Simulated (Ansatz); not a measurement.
## Ligand exchange: C3H7I + BH(CH3)(NH2) → C3H9N + BH(CH3)I

Species: C3H7I (1-iodopropane) `CCCI`, singlet; BH(CH3)(NH2), singlet; C3H9N (propylamine) `CCCN`, singlet; BH(CH3)I, singlet. The partners trade I for NH2: C–I and B–NH2 bonds give way to C–NH2 and B–I.

Shapes, held fixed at every level: PBE0-D4/def2-TZVP. Flexible molecules stand in one conformer, not always the lowest. Programs: Ansatz 0.2.0. Electronic energies: no zero-point or thermal term.

Task: Estimate ΔE of this reaction.

Result: The highest level, CCSD(T)/def2-TZVPP, gives ΔE = +97.8 kJ/mol; the levels span +90.6 to +103.2. The column of differences is taken from that level and isn't an error. No measured value is set beside it here. For atoms past krypton def2 sets carry core potentials with scalar relativity. Correlated rows may include outer-core shells of I, which these sets cover unevenly. Times are processor times on shared x86 and Arm servers, and rough.

```
               level                    kind  ΔE (kJ/mol)  less CCSD(T)/def2-TZVPP  CPU time (sum over the molecules)
       HF/def2-TZVPP            Hartree–Fock        +90.6                     -7.2                                  –
   PBE-D4/def2-TZVPP                     GGA        +97.7                     -0.1                               23 s
r2SCAN-D4/def2-TZVPP                meta-GGA        +97.8                      0.0                               39 s
 B3LYP-D4/def2-TZVPP           global hybrid       +103.2                     +5.4                               37 s
  PBE0-D4/def2-TZVPP           global hybrid        +95.6                     -2.2                               27 s
  wB97M-V/def2-TZVPP  range-separated hybrid       +100.5                     +2.7                               86 s
      MP2/def2-TZVPP     perturbation theory       +100.3                     +2.5                                  –
  CCSD(T)/def2-TZVPP   coupled cluster or CI        +97.8                      0.0                             15 min
```

The exchange is strongly uphill at every level, so iodine is better placed on carbon and the amino group on boron. The main reason is π bonding. In the aminoborane the nitrogen lone pair donates into the empty boron p orbital, giving the B–N link partial double-bond character. That donation is lost in propylamine, whose saturated carbon has no comparable acceptor orbital. Iodine is a poor substitute on boron, because its diffuse 5p lone pairs overlap weakly with the compact boron 2p orbital. The polar B–N σ bond adds to the preference.

Hartree–Fock already recovers most of the reaction energy, which suggests that correlation largely cancels between the two sides. The near-coincidence of PBE and r2SCAN with CCSD(T) probably owes something to similar cancellation and doesn't rank the functionals in general. The energy refers to separated products; in a real mixture, propylamine would be expected to bind to the Lewis-acidic iodoborane, so the value doesn't by itself predict the final composition.
